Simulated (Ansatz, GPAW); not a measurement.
This is a calculation of Rh (Rhodium) for GPAW 26.7.0 (ASE script). 

The input run.py:

```python
from ase.dft.bandgap import bandgap
from ase.io import read, write
from ase.units import GPa
from gpaw import GPAW, PW

atoms = read('POSCAR')

calc = GPAW(mode=PW(600),
            xc='PBE',
            kpts={'size': (12, 12, 12), 'gamma': True},
            occupations={'name': 'methfessel-paxton', 'order': 0, 'width': 0.015},
            nbands=16,
            convergence={'density': 1e-05, 'energy': 1e-05},
            maxiter=150,
            txt='gpaw.txt')
atoms.calc = calc
energy = atoms.get_potential_energy()
forces = atoms.get_forces()
stress = atoms.get_stress()
calc.write('gs.gpw')
write('result.traj', atoms)
print(f'Energy: {energy:.6f} eV')
print('Forces (eV/A):')
print(forces.round(4))
print('Stress (GPa):', (stress / GPa).round(3))
print('Fermi level:', round(calc.get_fermi_level(), 4), 'eV')
print(f'Gap: {bandgap(calc)[0]:.4f} eV, direct: {bandgap(calc, direct=True)[0]:.4f} eV')
```

Contents of POSCAR:

```
Rh
1.0
    0.0000000000      1.8978500000      1.8978500000
    1.8978500000      0.0000000000      1.8978500000
    1.8978500000      1.8978500000      0.0000000000
Rh
1
Direct
    0.0000000000      0.0000000000      0.0000000000
```

Potentials or basis: GPAW PAW data sets (gpaw-data 1.2.1), pw.

Run with:

```console
$ OMP_NUM_THREADS=1 python run.py
```

Problem. Set up the same calculation for Ansatz 0.2.0. Potentials or basis there: Ansatz PAW, cutoff 420 eV.

Solution. As run (cutoffs and basis follow the program's own potentials, and thresholds, step limits or extra output files can differ):

input.yaml

```yaml
crystal:
  lattice:
    - [0.0, 1.89785, 1.89785]
    - [1.89785, 0.0, 1.89785]
    - [1.89785, 1.89785, 0.0]
  atoms:
    - { symbol: Rh, position: [0.0, 0.0, 0.0] }
hamiltonian:
  xc: pbe
  pseudopotentials: { kind: paw }
kpoints:
  mp_grid: { grid: [12, 12, 12] }
scf:
  occupations: { method: gaussian, width: 0.015 }
output:
  forces: true
  stress: true
  eigenvalues: true
```

Potentials or basis: Ansatz PAW.

Launch:

```console
$ ansatz run input.yaml --threads 2 --pin off --max-ram 5632MiB --backend cpu --events-out ev --progress --plain --runs-dir out
```

Both were run:

|  | GPAW | Ansatz |
| --- | --- | --- |
| Pressure | 9.2 GPa | 7.2 GPa |

Ansatz's pressure holds a Pulay term of +0.12 GPa for its cutoff of 420 eV, which the other run lacks.

The potentials hold 15 and 17 valence electrons a cell.

Where Ansatz's input types no cutoff or centring, it takes its own default and a Γ-centred mesh.

The two runs disagree by more than potentials and bases usually give (in gap, levels, pressure or energy); the cause wasn't traced.

Pressure is positive in compression.
